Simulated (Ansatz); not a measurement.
Runs of Ansatz 0.2.0 on TiSi2. The structure is orthorhombic, space group Fddd (No. 70). The conventional cell has a = 4.779 Å, b = 8.235 Å, c = 8.526 Å, α = 90.00°, β = 90.00°, γ = 90.00°. Ti (site symmetry 222) has 10 Si at 2.55 to 2.78 Å as nearest neighbours. Si (site symmetry 2) has 5 Si at 2.52 to 2.79 Å and 5 Ti at 2.55 to 2.78 Å as nearest neighbours. The cell is a database's computed one.

| level | gap on the mesh (eV) | pressure (GPa) | largest force (eV/Å) |
| --- | --- | --- | --- |
| PBEsol | none | -2.0 | 0.05 |
| BLYP | none | (b) | 0.02 |
| LDA | none | -5.1 | 0.06 |
| revPBE | none | 4.0 | 0.01 |
| RPBE | none | (a) | 0.01 |

Alike in all rows: task projected density of states; potentials or basis Ansatz PAW; no spin polarisation; cell as given; k mesh 7 × 7 × 7; cutoff (eV) 420; smearing fermi-dirac 0.05 eV.

Question: Fill in the values left out.

Answer: (a) 4.7; (b) 8.9.

Caveats: the PAW data sets come from PBE, with cores solved anew for the run's functional, which leaves a small shift of forces and pressure; the density of states is complete only up to the lowest level of the last band computed.

A gap of «none» marks a metal or a gap under the smearing width.

Runs at the PBE level aren't shown here.
